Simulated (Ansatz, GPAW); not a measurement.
# Geometry or basis: what sets the conductance of a Ga chain with two Ti atoms in line, part 4 of 4

Aim: the conductance of a Ga chain with two Ti atoms in line after relaxation, and whether geometry, basis or functional moves it most.

GPAW 26.7.0 and Ansatz 0.2.0; Ansatz plane waves; relaxation of the junction with the lead ends held; PAW set soft_1 (the session's first sound run).

So far, transmission at the Fermi level (one spin): step 3 (plane waves, PBE) 0.260; step 5 (single-zeta polarised basis, PBE, GPAW) 0.270; step 6 (minimal basis, PBE, GPAW) 0.257; step 7 (RPBE in the dzp basis: xc = "RPBE") 0.268; step 8 (the structure as built: geometry = "as built", PBE, GPAW) 2.55.

## (11) Potential alignment off, mixing 0.15, mixing history 3

Without the shift, lead and junction are matched by their Fermi levels alone. Mixing changes the road to self-consistency, not its end. The mixing history changes the road to self-consistency, not its end.

This step: GPAW LCAO, PAW setups; Landauer transmission from Green's functions with principal layers (ASE), zero bias (GPAW 26.7.0).

run.py reads:

```python
import json
import numpy as np
from ase import Atoms
from ase.transport.calculators import TransportCalculator
from gpaw import GPAW, FermiDirac
from gpaw.lcao.tools import get_lcao_hamiltonian
from scipy.linalg import eigh

# The junction with lead layers at both ends, along the third cell vector
device = Atoms(
    ['Ga', 'Ga', 'Ga', 'Ga', 'Ga', 'Ga', 'Ti', 'Ti', 'Ga', 'Ga', 'Ga', 'Ga', 'Ga', 'Ga'],
    positions=[
        [4.50000, 4.50000, 1.27500],
        [4.50000, 4.50000, 3.82500],
        [4.50000, 4.50000, 6.37500],
        [4.50000, 4.50000, 8.92500],
        [5.41519, 4.23241, 11.29962],
        [4.61110, 4.37434, 13.77401],
        [4.61737, 4.29605, 16.63911],
        [4.52293, 4.26720, 18.51145],
        [4.48379, 4.33606, 21.37675],
        [3.89217, 3.76929, 23.84995],
        [4.50000, 4.50000, 26.22640],
        [4.50000, 4.50000, 28.77640],
        [4.50000, 4.50000, 31.32640],
        [4.50000, 4.50000, 33.87640]],
    cell=[[9.0, 0.0, 0.0], [0.0, 9.0, 0.0], [0.0, 0.0, 35.1514]],
    pbc=True)

# One principal layer of the lead: the first 3 atoms of the device
lead = Atoms(
    ['Ga', 'Ga', 'Ga'],
    positions=[
        [4.50000, 4.50000, 1.27500],
        [4.50000, 4.50000, 3.82500],
        [4.50000, 4.50000, 6.37500]],
    cell=[[9.0, 0.0, 0.0], [0.0, 9.0, 0.0], [0.0, 0.0, 7.65]],
    pbc=True)

settings = dict(mode='lcao', basis='dzp', xc='PBE', h=0.2,
                occupations=FermiDirac(0.1), maxiter=250,
                mixer=dict(beta=0.15, nmaxold=3, weight=100.0),
                convergence=dict(density=0.0001))
energies = np.arange(-2, 2 + 1e-9, 0.025)
eta = 0.0001
n1, n2 = 1, 1
# k and -k transmit alike, so half of the mesh across the current serves
mesh = [(i, j) for i in range(n1) for j in range(n2) if (i, j) <= (-i % n1, -j % n2)]
weights = np.array([1 if (i, j) == (-i % n1, -j % n2) else 2 for i, j in mesh]) / (n1 * n2)

# [... helper functions left out ...]
fermi_lead = ground_state(lead, (1, 1, 15), 'lead.txt')
fermi_device = ground_state(device, (1, 1, 2), 'device.txt')
# [... loop over the mesh left out, but for ...]
        # Lead and device are aligned by their Fermi levels alone
        shift = 0.0
# [...]
kT = 8.617333e-5 * 300
bias = [0.1, 0.2, 0.5, 1.0, 1.5, 2.0]
# [... integrals and printing left out ...]
```

Command:

```
$ OMP_NUM_THREADS=1 OPENBLAS_NUM_THREADS=1 python run.py
```

Log:

```text
basis functions: device 214, principal layer 39
Fermi level: lead -2.8498 eV, device -2.6630 eV; lead shifted by 0.0000 eV
largest coupling past the next layer 6.03e-05 eV, largest misfit of the first layer 0.065 eV
  E-E_F (eV)   T (one spin)  [channel counts left out]
    -2.000    2.6797e-02
    -1.975    2.7676e-02
    -1.950    2.8605e-02
    -1.925    2.9587e-02
    -1.900    3.0624e-02
    -1.875    3.1718e-02
    -1.850    3.2871e-02
    -1.825    3.4081e-02
    -1.800    3.5345e-02
    -1.775    3.6658e-02
    -1.750    3.8006e-02
    -1.725    3.9368e-02
    -1.700    4.0706e-02
    -1.675    4.1957e-02
    -1.650    4.3011e-02
    -1.625    4.3681e-02
[...]
1.825    1.2935e+00
     1.850    1.3065e+00
     1.875    1.3193e+00
     1.900    1.3211e+00
     1.925    1.3672e+00
     1.950    1.3788e+00
     1.975    1.3969e+00
     2.000    1.4172e+00
conductance at 300 K: 0.27684 G0 a cell; thermopower -1.976 uV/K
current from the zero-bias T(E) at 0.1 V: 2.1367 uA
current from the zero-bias T(E) at 0.2 V: 4.2236 uA
current from the zero-bias T(E) at 0.5 V: 9.7238 uA
current from the zero-bias T(E) at 1.0 V: 28.097 uA
current from the zero-bias T(E) at 1.5 V: 45.151 uA
current from the zero-bias T(E) at 2.0 V: 53.461 uA
```

Run time: 3.3 min. Hardware: 1 thread of Arm Neoverse V2, shared host; peak memory 1.1 GiB.

This step gave:

```yaml
conductance: 0.2768 G₀
thermopower: -1.976 μV/K
largest_misfit_of_the_first_principal_layer: 0.06464 eV
shift_that_aligns_the_lead: 0 eV
transmission_at_the_fermi_level_one_spin: 0.2798
```

One spin. Table of transmission, zone mean by energy, zero at the Fermi level:

```csv
energy (eV),"transmission, zone mean"
-2.000,0.0268
-1.800,0.0353
-1.600,0.0436
-1.425,0.391
-1.400,0.284
-1.200,0.849
-1.175,0.989
-1.000,0.00243
-0.800,0.185
-0.600,0.849
-0.525,0.997
-0.400,0.971
-0.200,0.194
0.000,0.280
0.025,0.280
0.200,0.241
0.400,0.175
0.600,0.166
0.800,0.247
1.000,0.434
1.200,0.723
1.400,1.01
1.600,1.18
1.800,1.28
2.000,1.42
```

Not self-consistent under bias; the bias window is split evenly. The current through one cell, from the zero-bias transmission by bias:

```csv
bias (V),"current through one cell, from the zero-bias transmission (μA)"
0.100,2.14
0.200,4.22
0.500,9.72
1.000,28.1
1.500,45.2
2.000,53.5
```

Table of transmission of the three most open eigenchannels by energy, zero at the Fermi level:

```csv
energy (eV),channel 1,channel 2,channel 3
-2.000,0.0268,0,0
-1.900,0.0306,0,0
-1.800,0.0353,0,0
-1.700,0.0407,0,0
-1.600,0.0436,0,0
-1.500,0.00121,0,0
-1.400,0.284,0,0
-1.300,0.346,0,0
-1.200,0.849,0,0
-1.100,0.0981,0,0
-1.000,0.00243,0,0
-0.900,0.0599,0,0
-0.800,0.185,0,0
-0.700,0.444,0,0
-0.600,0.849,0,0
-0.500,0.994,0,0
-0.400,0.971,0,0
-0.300,0.436,3.3e-11,2.5e-11
-0.200,0.184,0.00797,0.00183
-0.100,0.241,0.0154,0.00343
0.000,0.250,0.0244,0.00557
0.100,0.233,0.0322,0.00880
0.200,0.212,0.0247,0.00463
0.300,0.172,0.0212,0.0109
0.400,0.150,0.0136,0.0111
0.500,0.145,0.00814,0.00726
0.600,0.159,0.00379,0.00295
0.700,0.193,7.2e-4,5.9e-4
0.800,0.247,7.4e-5,3.1e-5
0.900,0.324,0.00180,0.00127
1.000,0.424,0.00568,0.00451
1.100,0.547,0.0118,0.0101
1.200,0.684,0.0204,0.0187
1.300,0.814,0.0321,0.0308
1.400,0.917,0.0474,0.0471
1.500,0.978,0.0683,0.0664
1.600,0.999,0.0948,0.0892
1.700,0.992,0.127,0.115
1.800,0.973,0.164,0.144
1.900,0.955,0.196,0.170
2.000,0.948,0.258,0.212
```

The conductance, 0.277 G₀, lies 0.4 % below that of the dzp run.

## (12) What came out

```
conductance                                        : 0.278 G₀
transmission at the Fermi level, mean of the spins : 0.281
thermopower                                        : about 0 (under 1.5 μV/K)
```

What this shows: In the dzp basis the junction conducts 0.278 G₀ at 300 K, with T = 0.281 a spin at the Fermi level; the sz basis reaches that conductance within 10 %. Relaxation moved atoms by up to 0.97 Å and took the conductance from 2.54 to 0.278 G₀, as a ratio a larger change than the step from dzp to the minimal basis. Plane waves (PBE) give T = 0.260 there. At the Fermi level the three most open eigenchannels pass 0.25, 0.025 and 0.0056. Measured against the first run (pw-pbe), the nearest curve is that of dzp-RPBE (r.m.s. 0.14) and the farthest that of asbuilt (1.2). Over the compared runs wall time goes from 47 s (sz) to 137 s (pw-pbe), on a shared host; the plane-wave run used 4 threads and the orbital runs 1. The leads kept an estimated spacing and the cell its length, so the junction may be under some tension or compression. The run had no spin polarisation, so a magnetic state, which chains and small molecules with open shells often have, wasn't tested. An evenly spaced straight chain is an idealisation: free chains tend to dimerise, zigzag or, where a band edge lies near the Fermi level, turn magnetic. The currents use the zero-bias T(E) throughout, which holds only while the bias is small against the distance to the nearest feature.

[Logs are printed without paths, hosts, clocks, repeated set-up lines and the standing remarks that a program may print on its own settings, such as how far it seeks lower states.]

[Hosts, paths, dates, database ids (printed as entryN), source tags and the programs' standing remarks are cut or masked in the printed files.]
